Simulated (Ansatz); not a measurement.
Density of states of a BP cell (a random packing of atoms, relaxed), per eV and atom, broadened by Gaussian smearing of width 0.1 eV and averaged over bins of 0.2 eV, from 8 eV under the Fermi level at most up to where the solved bands end.

All numbers below come from Ansatz 0.2.0, DFT PBE, scalar-relativistic, plane waves, PAW.

Settings: cutoff 420 eV, Γ-centred mesh 4×5×5 on the computed 10-atom cell, Gaussian smearing of 0.02 eV; no spin polarisation.

```
CELL_PARAMETERS angstrom
6.89954 0.38766 0.34050
0.36856 4.47424 -0.06772
0.46839 -0.03237 4.36085
ATOMIC_POSITIONS crystal
B 0.43222 0.73599 0.28059
B 0.12544 0.33620 0.51397
B 0.84999 0.67519 0.93336
B 0.29046 0.45326 0.18833
B 0.85338 0.39103 0.62538
P 0.71197 0.66224 0.34752
P 0.74147 0.02026 0.70940
P 0.43739 0.07363 0.98901
P 0.26675 0.96246 0.62903
P 0.13337 0.60018 0.86886
```

```tsv
E − E_F (eV)	total	P 3p	B 2p	B 2s	P 3s
-7.95	0.263	0.129	0.065	0.044	0.021
-7.75	0.286	0.146	0.070	0.046	0.021
-7.55	0.279	0.148	0.071	0.039	0.018
-7.35	0.296	0.159	0.075	0.040	0.019
-7.15	0.416	0.217	0.106	0.059	0.029
-6.95	0.287	0.151	0.072	0.042	0.018
-6.75	0.296	0.159	0.069	0.044	0.021
-6.55	0.311	0.166	0.079	0.043	0.019
-6.35	0.268	0.144	0.079	0.028	0.014
-6.15	0.335	0.182	0.101	0.032	0.018
-5.95	0.242	0.134	0.074	0.021	0.011
-5.75	0.271	0.154	0.087	0.017	0.011
-5.55	0.327	0.178	0.105	0.023	0.017
-5.35	0.368	0.207	0.111	0.026	0.020
-5.15	0.418	0.233	0.134	0.026	0.021
-4.95	0.452	0.244	0.156	0.024	0.023
-4.75	0.331	0.180	0.115	0.017	0.016
-4.55	0.421	0.223	0.148	0.023	0.022
-4.35	0.456	0.238	0.167	0.024	0.022
-4.15	0.395	0.202	0.148	0.022	0.018
-3.95	0.454	0.235	0.171	0.023	0.020
-3.75	0.439	0.221	0.170	0.022	0.020
-3.55	0.462	0.218	0.193	0.024	0.021
-3.35	0.389	0.184	0.163	0.019	0.017
-3.15	0.389	0.180	0.173	0.019	0.013
-2.95	0.440	0.199	0.202	0.020	0.013
-2.75	0.351	0.159	0.162	0.015	0.012
-2.55	0.503	0.213	0.245	0.021	0.017
-2.35	0.518	0.210	0.261	0.021	0.018
-2.15	0.402	0.151	0.217	0.014	0.014
-1.95	0.499	0.174	0.287	0.017	0.014
-1.75	0.410	0.133	0.242	0.016	0.011
-1.55	0.418	0.139	0.244	0.015	0.012
-1.35	0.426	0.150	0.245	0.014	0.009
-1.15	0.359	0.125	0.208	0.012	0.007
-0.95	0.159	0.054	0.091	0.007	0.003
-0.75	0.076	0.023	0.046	0.003	0.002
-0.55	0.034	0.011	0.020	0.001	0.001
-0.35	0.001	0.000	0.001	0.000	0.000
-0.15	0.000	0.000	0.000	0.000	0.000
0.05	0.000	0.000	0.000	0.000	0.000
0.25	0.000	0.000	0.000	0.000	0.000
0.45	0.028	0.015	0.006	0.002	0.002
0.65	0.175	0.091	0.038	0.014	0.015
0.85	0.255	0.134	0.055	0.021	0.019
1.05	0.260	0.133	0.054	0.021	0.023
1.25	0.252	0.131	0.050	0.022	0.020
1.45	0.318	0.164	0.065	0.022	0.029
1.65	0.394	0.187	0.087	0.025	0.044
1.85	0.388	0.176	0.087	0.026	0.042
2.05	0.339	0.146	0.075	0.026	0.037
2.25	0.484	0.218	0.101	0.034	0.055
2.45	0.386	0.164	0.083	0.030	0.047
2.65	0.403	0.166	0.090	0.034	0.048
2.85	0.430	0.173	0.099	0.035	0.051
3.05	0.358	0.130	0.089	0.029	0.043
3.25	0.380	0.138	0.097	0.030	0.039
```

The columns after the total are the largest Löwdin projections on the valence shells of the potentials, so they needn't add up, and the weight of a shell that a potential lacks goes to other orbitals. The cell has a gap on the mesh of 1.11 eV.

An odd mesh misses points on the zone edge, so a gap read on it can be too wide.

Cost: 2 runs of about 2.5 core-minutes in all (earlier runs that led there not counted), on Intel Xeon Platinum 8488C (Sapphire Rapids) (shared hosts).